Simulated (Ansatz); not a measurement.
# TaN: pressure against volume

TaN, P6_3mc, a = 3.134 Å, c = 6.087 Å. This isn't the usual stable structure of the compound. Ansatz: r2SCAN, PAW, 500 eV, Γ-centred 18×18×8 mesh on 4 atoms, Gaussian smearing 0.10 eV; no spin polarisation. Shape and atoms are relaxed at each volume; pressure is positive in compression.

| V (Å³/atom) | P (GPa) |
| --- | --- |
| 11.394 | ? |
| 11.782 | 28.62 |
| 12.171 | 17.67 |
| 12.559 | 8.20 |
| 12.948 | 0.00 |
| 13.336 | -7.08 |
| 13.724 | -13.18 |
| 14.242 | -19.99 |

Problem. Take V0 = 12.948 Å³/atom, fit the third-order Birch–Murnaghan form to the other rows, and predict the missing pressure.

Solution. With the Eulerian strain f = ½[(V0/V)^(2/3) − 1] and y = P/[3f(1 + 2f)^(5/2)], the form is the line y = B0 + 1.5 B0 (B0′ − 4) f. Rows (f, y): 0.03247, 251.0; 0.02106, 252.3; 0.01027, 253.0; -0.00975, 254.3; -0.01903, 254.4; -0.03076, 253.9. Means f = 0.0007100, y = 253.15; Σ(Δf)² = 0.003004, ΣΔfΔy = -0.1473; the slope is their ratio. y = 253.2 − 49.05 f GPa, so B0 = 253.2 GPa and B0′ = 4 + 2 × (-49.05)/(3 × 253.2) = 3.87. At V = 11.394, f = 0.04449, y = 251.02 and P = 41.46 GPa. The run gave 41.26 GPa, so the fit is 0.20 GPa too high, a small miss on the scale of the series.

Spin–orbit coupling is left out, which can shift energies with elements as heavy as these.